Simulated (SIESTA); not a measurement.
Crystal: MnO.

```
Mn O
1.0
     3.37170    0.00000    0.00000
    -1.68585    2.91998    0.00000
     0.00000    0.00000    5.38550
Mn O
2 2
Direct
  0.66667 0.33333 0.51096
  0.33333 0.66667 0.01096
  0.66667 0.33333 0.87547
  0.33333 0.66667 0.37547
```

Measurements of this composition are mostly on another form, of space group No. 225.

- Program: SIESTA 5.4.2
- Task: single point
- Functional: PBEsol
- Potentials or basis: PseudoDojo 0.4 standard (PBEsol files)
- Basis: DZP (energy shift 0.003 Ry; two zetas on semicore shells)
- Grid cutoff: 800 Ry
- Energy shift: 0.003 Ry
- k mesh: 9 × 9 × 5
- Occupations: fermi-dirac, width 0.05 eV
- Spin: collinear spin, ferromagnetic start
- Starting moments: [4.0, 4.0, 0.0, 0.0] μB

On this cell: pressure 2.2 GPa; largest force 0.696 eV/Å; net moment 9.99 μB per cell; site moments Mn +4.78; O +0.22 μB; band gap on the k mesh none (metal or under the smearing width).

The same run follows on a disturbed copy (atoms moved at random, drawn with an rms of 0.05 Å):

```
CELL_PARAMETERS angstrom
3.37170 0.00000 0.00000
-1.68585 2.91998 0.00000
0.00000 0.00000 5.38550
ATOMIC_POSITIONS crystal
Mn 0.65139 0.32060 0.50313
Mn 0.33732 0.67237 0.01206
O 0.66500 0.33927 0.87679
O 0.32086 0.65158 0.37275
```

Problem. What does the disturbed cell give?

Solution. The energy (extrapolated to zero smearing) moves by +0.1 meV/atom; pressure 2.1 GPa; largest force 1.127 eV/Å; net moment 9.99 μB per cell; site moments Mn +4.80, +4.77; O +0.21, +0.22 μB; band gap on the k mesh none (metal or under the smearing width).

Forces on the atoms (eV/Å):
```
Mn   0.091 -0.023 -0.074
Mn  -0.103  0.018 -1.122
O    0.098 -0.032  0.283
O   -0.086  0.037  0.915
```

Stress tensor (GPa, compression positive):
```
 0.17 -0.55 -0.09
-0.55 -0.08 -0.17
-0.09 -0.17  6.35
```

Caveats: short orbitals over semicore shells can move pressures by several GPa; the basis of atomic orbitals isn't converged, which shifts pressures, moduli and gaps; semilocal functionals often make such compounds metallic where correlation or magnetic order opens a gap, which also shifts bond lengths; only a ferromagnetic start was run, and an antiferromagnetic order may lie lower in energy.
